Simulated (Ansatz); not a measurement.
Reactions of C₄H₅F₃O₂, SMILES `CCOC(=O)C(F)(F)F`.

Calculated with Ansatz (gas phase, PBE0-D4/def2-TZVP geometries, no zero-point term in ΔE). CCSD(T)/CBS adds triple-zeta CCSD(T) − MP2 to the extrapolated MP2 energy (def2 sets, frozen cores). This one scheme is used for every species, atoms too. For atomizations the MP2-based limit and the directly extrapolated one differ by several kJ/mol either way, and by 10 to 25 for some Ge, Se and Sn compounds, so smaller differences from it don't rank the levels. DFT in def2-TZVPP. Open shells (•) are unrestricted, without spin–orbit coupling. Spin–orbit coupling would lower the free atoms: a little for C, F, O. Bonds to Ge are less sure, by a few kJ/mol each and by 10 to 20 or more in all where they break to atoms, as the def2 sets lack core-valence functions. Scalar relativity is left out up to krypton. Each species was taken in one conformer, which may not be the lowest.

```csv
reaction,B2PLYP (kcal/mol),PBE0-D4 (kcal/mol),CCSD(T)/CBS(def2) (kcal/mol)
`CCOC(=O)C(F)(F)F` + `[OH][GeH3]` → `FC(F)(F)[O][GeH3]` + `CCOC=O`,-8.8,-8.7,-8.1
`CCOC(=O)C(F)(F)F` + H₂ → `CCOC=O` + `FC(F)F`,-17.2,-15.4,-15.7
`CCOC(=O)C(F)(F)F` → 4 C• + 3 F• + 5 H• + 2 O•,1402.1,1428.2,1415.2
`CCOC(=O)C(F)(F)F` + `C=N` → `C=NCC` + `O=C(O)C(F)(F)F`,-4.1,-4.9,-3.7
```

Largest T1 diagnostic: 0.014, for `CCOC=O`.
